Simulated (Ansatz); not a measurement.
An Ansatz input:

```yaml
crystal:
  lattice:
    - [-1.1933130688, 1.1933130688, 1.1933130688]
    - [1.1933130688, -1.1933130688, 1.1933130688]
    - [1.1933130688, 1.1933130688, -1.1933130688]
  atoms:
    - { symbol: B, position: [0.0, 0.0, 0.0] }
hamiltonian:
  xc: pbesol
  pseudopotentials:
    kind: paw
    azcp:
      B: "pseudopotentials/B.paw.azcp"
basis:
  ecutwfc: 420
  fft_grid_basis: typed
kpoints:
  mp_grid: { grid: [21, 21, 21], shift: [0, 0, 0] }
magnetization:
  spin_polarized: false
scf:
  occupations: { method: fermi_dirac, width: 0.1 }
  lower_state_search: "off"
output:
  stress: true
```

Terminal output

```
Warning: the record states the generating functional pbe (its physics header spells it `PBE`), which answers neither for hamiltonian.xc's functional nor for the pbesol family's — results may be inconsistent (PPs are generated against a specific XC)
Engine: ansatz 0.2.0, aarch64-unknown-linux-gnu
Pseudopotentials: kind: paw
Pseudopotential: B, paw, valence charge 3, recommended cutoff 420 eV (normal) 
Functional definition: PBEsol
  exchange = pbesol_x
  correlation = pbesol_c
Crystal: 1 atoms, lattice volume = 6.797 Å³
Basis set: ecut = 420 eV, 135 PW (Γ)
Bands: 6, of which v1, the nominal top of the filled ones, is band 2 counted from 1 (1 counted from 0)
Symmetry: 48 space group operations
Space group: Im-3m (ITA 229), of the structure as read, at distance tolerance 1.9e-5 Å
k-points: 286 of 9261
Non-local potential: B, projectors of the file, l = 0: 2, l = 1: 2, l = 2: 1
PAW form: soft (Blöchl's): semilocal exchange-correlation on the pseudo side does not see the compensation charge
PAW frozen core: B, regenerated for the run's functional, and the local potential with it (the file was generated under x = pbe(κ = 0.804, μ = 0.2195149727645171), c = pbe(β = 0.06672455060314922))
PAW one-centre angular grid: B, 110 points (default); XC on 64 Gauss nodes
Initial density: superposition of atomic densities (neutral atoms: chi_scale 0, normalization atom), corrected by the library's trained network
Initial wavefunctions: pseudopotential atomic-orbital guess
Functional: x = pbesol(κ = 0.804, μ = 0.12345679012345678), c = pbesol(β = 0.046)
SCF iter   1: F=—  HF=-150.970274 eV  |F-HF|=—  |Δ(HF+E_count)|=         —  Δρ=4.90e-3  dr2=9.68e-4  ethr=1.77e-3  ⟨swp⟩=4.4  Hψ=12653  notcnv=0
SCF iter   2: F=—  HF=-150.969946 eV  |F-HF|=—  |Δ(HF+E_count)|=   3.28e-4  Δρ=2.33e-3  dr2=2.13e-4  ethr=3.23e-5  ⟨swp⟩=1.0  Hψ=4004  notcnv=0
SCF iter   3: F=—  HF=-150.969877 eV  |F-HF|=—  |Δ(HF+E_count)|=   6.84e-5  Δρ=1.06e-4  dr2=4.51e-7  ethr=7.09e-6  ⟨swp⟩=1.9  Hψ=1961  notcnv=0
SCF iter   4: F=—  HF=-150.969877 eV  |F-HF|=—  |Δ(HF+E_count)|=   1.29e-7  Δρ=2.29e-5  dr2=1.82e-8  ethr=1.50e-8  ⟨swp⟩=2.1  Hψ=2065  notcnv=0
iter 5 did not close the SCF: its close was put off for the readings that it lacked (scf_convergence_deferred on its scf_iter line)
SCF iter   5: F=-150.969877 eV  HF=-150.969877 eV  |F-HF|=4.01e-11  |Δ(HF+E_count)|=   3.49e-9  Δρ=2.33e-6  dr2=1.84e-10  ethr=6.07e-10  ⟨swp⟩=1.0  Hψ=1645  notcnv=0
SCF iter   6: F=-150.969877 eV  HF=-150.969877 eV  |F-HF|=5.68e-14  |Δ(HF+E_count)|=  2.47e-11  Δρ=1.40e-7  dr2=5.70e-13  ethr=6.13e-12  ⟨swp⟩=1.0  Hψ=4367  notcnv=0
SCF 1 converged in 6 iterations: F = -150.969877 eV  dr2 = 5.70e-13
SCF converged after 6 iterations
Free energy (F): -150.969877 eV
Harris-Foulkes:  -150.969877 eV  (|F-HF|=5.68e-14)
Internal energy: -150.959917 eV  (E = F + TS)
E sigma→0 (E₀):  -150.964897 eV
Entropy (-TS):   -0.009960 eV (-9.960 meV/atom)
Fermi energy:    12.090352 eV
--- Per-component energies (eV) ---
  E_band       = 14.947312
  E_kinetic    = 44.842398
  E_local      = -2.707672  (includes V_loc(G=0)·N_el)
  E_nonlocal   = 11.844811
  E_hartree    = 0.287402
  E_xc         = -31.303777
  E_vxc        = -37.248988  (∫ρ·V_xc dr)
  E_paw        = -75.130305  (= ΣΔE_a)
  E_vpaw       = -2.358039  (= ΣTr[D̂ρ^β])
  E_aug_tail   = -0.000002  (compensation charges beyond the density's cutoff)
  E_ewald      = -98.807483
  E_core_change = 0.014711  (= ΣΔE_core)
  E_smearing   = -0.009960  (= −TS)
  E_closure    = 0.000000  (closes the sum)
  Σ components = -150.969877   (vs F -150.969877, Δ=0.00e0)
--- Stress (GPa, compression-positive) ---
      -20.714417       0.000000       0.000000
       -0.000000     -20.714417      -0.000000
       -0.000000      -0.000000     -20.714417
  P = ⅓ Tr σ = -20.7144 GPa (-207.144 kbar)
```
